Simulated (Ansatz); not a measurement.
Input and command of a calculation in Ansatz (plane waves; scalar-relativistic PAW potentials unless the input names others):

```yaml
crystal:
  lattice:
    - [2.4488168674, 0.0, 0.0]
    - [-1.2244084337, 2.1207376164, 0.0]
    - [0.0, 0.0, 24.9983517986]
  atoms:
    - { symbol: Ni, position: [0.6666666667, 0.3333333333, 0.340022417], spin: 0.73 }
    - { symbol: Ni, position: [0.3333333333, 0.6666666667, 0.4200057142], spin: 0.8 }
    - { symbol: Ni, position: [0.0, 0.0, 0.4996681366], spin: 0.8 }
    - { symbol: Ni, position: [0.6666666667, 0.3333333333, 0.5808189376], spin: 0.74 }
    - { symbol: H, position: [0.3333333333, 0.6666666667, 0.6155418402], spin: 1.0 }
basis:
  ecutwfc: 420
kpoints:
  mp_grid: { grid: [12, 12, 1] }
hamiltonian:
  xc: pbesol
scf:
  occupations: { method: cold, width: 0.3 }
output:
  forces: true
  eigenvalues: true
magnetization:
  spin_polarized: true
efield:
  axis: 3
  dipole_correction: true
  ramp_width: 0.04
```

```bash
ansatz run input.yaml --threads 2 --pin off --max-ram 5120MiB --backend cpu --events-out ev --progress --plain --runs-dir out
```

Abridged log:
```
Basis set: ecut = 420 eV, 2453 PW (Γ), exchange–correlation on 36×36×360 points (8 copies of the dense FFT grid, shifted against one another)
Bands: 47, of which v1, the nominal top of the filled ones, is band 37 counted from 1 (36 counted from 0)
Symmetry: 6 space group operations
k-points: 19 of 144 (time reversal used)
SCF iter   1: F=—  HF=-23230.483102 eV  |F-HF|=—  |Δ(HF+E_count)|=         —  Δρ=4.18e-2 (↑3.29e-2 ↓4.18e-2) dr2=3.89e0  dr2_m=7.51e-1  M=2.988 μB ∫|m|=3.152 μB  β_m=1.00  ethr=3.10e-3  p= 0.000 e·Å  D=-1.99e-6 V/Å  ΔV_dip=0.00 eV  dr2_dipole=6.42e-3  V_vac-E_F(+/−)=7.26/7.26 eV  ⟨swp⟩=11.6  Hψ=9846  notcnv=0  defer=3
Mixer restart at iter 1: flushing history
efield: sawtooth ramp at fractional position 0.9578 (placed from the atoms, in the widest stretch of the axis that holds none; the zero of the levels goes with the place), width 0.0400; the density the first Hamiltonian is built on has a dipole p =  0.000 e·Å; the dipole correction subtracts the counter field D = -1.99e-6 V/Å, which shifts the + side's vacuum level by +0.00 eV against the − side's; the planar-averaged density in the ramp window peaks in size at 1.1e-5 e/Å³
spin=Collinear: LDOS preconditioning applied to the charge; magnetization (m = ρ↑ − ρ↓) channel mixes plain (no charge-response kernel on spin).
SCF iter   2: F=—  HF=-23231.229917 eV  |F-HF|=—  |Δ(HF+E_count)|=   7.47e-1  Δρ=1.74e-2 (↑1.33e-2 ↓1.74e-2) dr2=6.28e-1  dr2_m=7.88e-2  M=2.572 μB ∫|m|=2.853 μB  β_m=0.32  ethr=3.10e-3  p=0.006 e·Å  D=8.39e-3 V/Å  ΔV_dip=-0.21 eV  dr2_dipole=3.14e-2  V_vac-E_F(+/−)=6.39/6.60 eV  ⟨swp⟩=2.4  Hψ=3436  notcnv=0  defer=97
density mixer auto → msr1: a metal under ldos (density of states about μ 3.42 of a free-electron gas's, 18 screened modes)
SCF iter   3: F=—  HF=-23232.811651 eV  |F-HF|=—  |Δ(HF+E_count)|=    1.58e0  Δρ=1.17e-2 (↑7.18e-3 ↓1.17e-2) dr2=1.69e-1  dr2_m=6.37e-2  M=2.496 μB ∫|m|=2.773 μB  β_m=0.51  ethr=8.60e-4  p=0.006 e·Å  D=7.76e-3 V/Å  ΔV_dip=-0.19 eV  dr2_dipole=7.65e-3  V_vac-E_F(+/−)=5.93/6.13 eV  ⟨swp⟩=2.1  Hψ=2992  notcnv=0  defer=107
SCF iter   4: F=—  HF=-23234.578539 eV  |F-HF|=—  |Δ(HF+E_count)|=    1.77e0  Δρ=1.36e-2 (↑2.80e-3 ↓1.36e-2) dr2=1.36e-1  dr2_m=6.49e-2  M=2.184 μB ∫|m|=2.466 μB  β_m=0.75  ethr=2.31e-4  p=0.008 e·Å  D=1.18e-2 V/Å  ΔV_dip=-0.29 eV  dr2_dipole=2.23e-4  V_vac-E_F(+/−)=5.28/5.58 eV  ⟨swp⟩=2.8  Hψ=3377  notcnv=0  defer=106
SCF iter   5: F=—  HF=-23234.877184 eV  |F-HF|=—  |Δ(HF+E_count)|=   2.99e-1  Δρ=7.92e-3 (↑2.00e-3 ↓7.92e-3) dr2=5.86e-2  dr2_m=2.27e-2  M=2.039 μB ∫|m|=2.296 μB  β_m=0.88  ethr=1.86e-4  p=0.008 e·Å  D=1.12e-2 V/Å  ΔV_dip=-0.28 eV  dr2_dipole=4.20e-3  V_vac-E_F(+/−)=5.07/5.35 eV  ⟨swp⟩=2.0  Hψ=2825  notcnv=0  defer=103
SCF iter   6: F=—  HF=-23234.901401 eV  |F-HF|=—  |Δ(HF+E_count)|=   2.42e-2  Δρ=4.65e-3 (↑4.20e-3 ↓4.65e-3) dr2=6.68e-2  dr2_m=1.84e-3  M=1.948 μB ∫|m|=2.189 μB  β_m=0.72  ethr=8.03e-5  p=0.007 e·Å  D=1.01e-2 V/Å  ΔV_dip=-0.25 eV  dr2_dipole=4.88e-4  V_vac-E_F(+/−)=5.06/5.32 eV  ⟨swp⟩=2.4  Hψ=3627  notcnv=0  defer=104
SCF iter   7: F=—  HF=-23234.883032 eV  |F-HF|=—  |Δ(HF+E_count)|=   1.84e-2  Δρ=2.32e-3 (↑1.75e-3 ↓2.32e-3) dr2=1.26e-2  dr2_m=3.20e-4  M=1.942 μB ∫|m|=2.186 μB  β_m=0.59  ethr=8.03e-5  p=0.004 e·Å  D=5.49e-3 V/Å  ΔV_dip=-0.14 eV  dr2_dipole=4.04e-4  V_vac-E_F(+/−)=5.09/5.22 eV  ⟨swp⟩=2.7  Hψ=3615  notcnv=0  defer=104
SCF iter   8: F=—  HF=-23234.882177 eV  |F-HF|=—  |Δ(HF+E_count)|=   8.56e-4  Δρ=7.20e-4 (↑4.66e-4 ↓7.20e-4) dr2=1.41e-3  dr2_m=7.31e-5  M=1.948 μB ∫|m|=2.195 μB  β_m=0.65  ethr=1.72e-5  p=0.005 e·Å  D=6.44e-3 V/Å  ΔV_dip=-0.16 eV  dr2_dipole=1.47e-4  V_vac-E_F(+/−)=5.07/5.23 eV  ⟨swp⟩=2.2  Hψ=2711  notcnv=0  defer=104
   ...
SCF iter  27: F=—  HF=-23234.725426 eV  |F-HF|=—  |Δ(HF+E_count)|=   7.51e-8  S|Δr|=    0.00e0  Δρ=9.54e-6 (↑9.54e-6 ↓8.85e-6) dr2=4.44e-7  dr2_m=1.53e-8  M=2.231 μB ∫|m|=2.530 μB  β_m=0.47  ethr=1.90e-9  p=0.004 e·Å  D=5.65e-3 V/Å  ΔV_dip=-0.14 eV  dr2_dipole=4.11e-8  V_vac-E_F(+/−)=5.09/5.23 eV  ⟨swp⟩=1.6  Hψ=1932  notcnv=0  defer=104
SCF iter  28: F=—  HF=-23234.725426 eV  |F-HF|=—  |Δ(HF+E_count)|=   2.19e-7  S|Δr|=    0.00e0  Δρ=4.80e-6 (↑4.80e-6 ↓4.44e-6) dr2=1.28e-7  dr2_m=2.01e-9  M=2.231 μB ∫|m|=2.530 μB  β_m=0.44  ethr=6.09e-10  p=0.004 e·Å  D=5.65e-3 V/Å  ΔV_dip=-0.14 eV  dr2_dipole=1.55e-8  V_vac-E_F(+/−)=5.09/5.23 eV  ⟨swp⟩=1.7  Hψ=1939  notcnv=0  defer=104
SCF iter  29: F=-23234.725427 eV  HF=-23234.725426 eV  |F-HF|=1.10e-7  |Δ(HF+E_count)|=   2.19e-7  S|Δr|=    0.00e0  Δρ=3.86e-6 (↑2.31e-6 ↓3.86e-6) dr2=4.25e-8  dr2_m=4.19e-9  M=2.231 μB ∫|m|=2.530 μB  β_m=0.56  ethr=1.37e-10  p=0.004 e·Å  D=5.65e-3 V/Å  ΔV_dip=-0.14 eV  dr2_dipole=5.21e-10  V_vac-E_F(+/−)=5.09/5.23 eV  ⟨swp⟩=13.9  Hψ=8184  notcnv=0
SCF iter  30: F=-23234.725427 eV  HF=-23234.725427 eV  |F-HF|=1.76e-8  |Δ(HF+E_count)|=   1.22e-7  S|Δr|=    0.00e0  Δρ=1.91e-6 (↑1.40e-6 ↓1.91e-6) dr2=1.08e-8  dr2_m=1.14e-9  M=2.231 μB ∫|m|=2.530 μB  β_m=1.00  ethr=5.83e-11  p=0.004 e·Å  D=5.65e-3 V/Å  ΔV_dip=-0.14 eV  dr2_dipole=1.11e-9  V_vac-E_F(+/−)=5.09/5.23 eV  ⟨swp⟩=6.7  Hψ=6549  notcnv=0
Mixer restart at iter 30: flushing history
SCF iter  31: F=-23234.725262 eV  HF=-23234.725428 eV  |F-HF|=1.66e-4  |Δ(HF+E_count)|=   1.05e-6  S|Δr|=    0.00e0  Δρ=1.14e-4 (↑3.70e-5 ↓1.14e-4) dr2=1.28e-4  dr2_m=2.39e-6  M=2.231 μB ∫|m|=2.529 μB  β_m=1.00  ethr=1.48e-11  p=0.004 e·Å  D=5.60e-3 V/Å  ΔV_dip=-0.14 eV  dr2_dipole=3.90e-5  V_vac-E_F(+/−)=5.09/5.23 eV  ⟨swp⟩=3.0  Hψ=3704  notcnv=0  κ⁻¹=1.0e0(r=1)
SCF iter  32: F=-23234.725419 eV  HF=-23234.725427 eV  |F-HF|=8.04e-6  |Δ(HF+E_count)|=   9.06e-7  S|Δr|=    0.00e0  Δρ=4.40e-5 (↑1.05e-5 ↓4.40e-5) dr2=7.47e-6  dr2_m=3.78e-7  M=2.231 μB ∫|m|=2.530 μB  β_m=1.00  ethr=1.48e-11  p=0.004 e·Å  D=5.66e-3 V/Å  ΔV_dip=-0.14 eV  dr2_dipole=7.71e-7  V_vac-E_F(+/−)=5.09/5.23 eV  ⟨swp⟩=3.0  Hψ=3161  notcnv=0  κ⁻¹=7.8e-3(r=2)
SCF iter  33: F=-23234.725426 eV  HF=-23234.725427 eV  |F-HF|=2.33e-7  |Δ(HF+E_count)|=   1.00e-7  S|Δr|=    0.00e0  Δρ=6.72e-6 (↑2.29e-6 ↓6.72e-6) dr2=2.35e-7  dr2_m=9.42e-9  M=2.231 μB ∫|m|=2.530 μB  β_m=1.00  ethr=1.48e-11  p=0.004 e·Å  D=5.65e-3 V/Å  ΔV_dip=-0.14 eV  dr2_dipole=5.38e-9  V_vac-E_F(+/−)=5.09/5.23 eV  ⟨swp⟩=2.8  Hψ=3300  notcnv=0  κ⁻¹=8.1e-5(r=3)
SCF iter  34: F=-23234.725426 eV  HF=-23234.725427 eV  |F-HF|=8.35e-8  |Δ(HF+E_count)|=   7.91e-9  S|Δr|=    0.00e0  Δρ=5.88e-6 (↑1.43e-6 ↓5.88e-6) dr2=8.58e-8  dr2_m=6.70e-9  M=2.231 μB ∫|m|=2.530 μB  ethr=1.48e-11  p=0.004 e·Å  D=5.66e-3 V/Å  ΔV_dip=-0.14 eV  dr2_dipole=1.89e-9  V_vac-E_F(+/−)=5.09/5.23 eV  ⟨swp⟩=4.8  Hψ=6680  notcnv=0
SCF 1 converged in 34 iterations: F = -23234.725426 eV  dr2 = 8.58e-8
this state was not tested for a lower state beside it, because cold or Methfessel-Paxton smearing, or corrected tetrahedra, fill the levels in a way that the test cannot read (fill_not_monotonic; see scf.lower_state_search)
SCF converged after 34 iterations
an eigenvalue changed by more than its tolerance at an iteration that met the thresholds in force, so the SCF went on 2 times, its first undamped step at iteration 30: the last check found none over its tolerance
Magnetization: 2.2314 μB (37.6157 up, 35.3843 down)
Absolute magnetization: 2.5323 μB (∫|ρ↑−ρ↓|, with the PAW one-centre terms)
Spin contamination: 0.0434 ħ² per cell (⟨S²⟩ above its minimum at these occupations)
Per-site moments (μB) at R_I (Å): [(0.74569740, 1.01013695), (0.75107986, 1.00743714), (0.67813764, 1.00743714), (0.17142321, 0.68434632), (-0.00353894, 0.68434632)]
Free energy (F): -23234.725426 eV
Harris-Foulkes:  -23234.725427 eV  (|F-HF|=8.35e-8)
Internal energy: -23234.764199 eV  (E = F + TS)
E sigma→0 (E₀):  -23234.738351 eV
Entropy (-TS):   0.038773 eV (7.755 meV/atom)
Fermi energy:    2.781604 eV
Dipole field:    D = 0.005583 V/Å  (p = 0.004006 e·Å, saw-weighted, corrected)
Work function:   Φ+ = 5.0923 eV   Φ− = 5.2319 eV
Levels:          The Fermi level and band energies are counted from a zero that moves with the ramp; work functions are not
--- Forces (eV/Å), atoms counted from 1 ---
  atom   1  Ni     0.00000000     0.00000000     0.19202588
  atom   2  Ni     0.00000000     0.00000000    -0.18142184
  atom   3  Ni     0.00000000     0.00000000    -0.03666724
  atom   4  Ni     0.00000000     0.00000000    -0.01347125
  atom   5  H      0.00000000     0.00000000     0.03959194
```

Apart from outputs, empty bands and the relaxation, which only the reference makes, the input differs from a reference run on usual settings in scf.occupations.method: "gaussian" → "cold"; scf.occupations.width: 0.1 → 0.3. The reference, at the same geometry, ended its own course with largest force 0.203 eV/Å (on an atom or along a direction that it held fixed), no gap on the mesh. This run converged in 34 SCF iterations with an energy at zero smearing 3.49 meV/atom below the reference's, largest force 0.192 eV/Å, no gap on the mesh. Its smearing width is looser than usual, and the result moved.

The run took 20 s on 2 threads of Intel(R) Xeon(R) 6975P-C (Granite Rapids), with other jobs on the host, peak memory 0.55 GiB.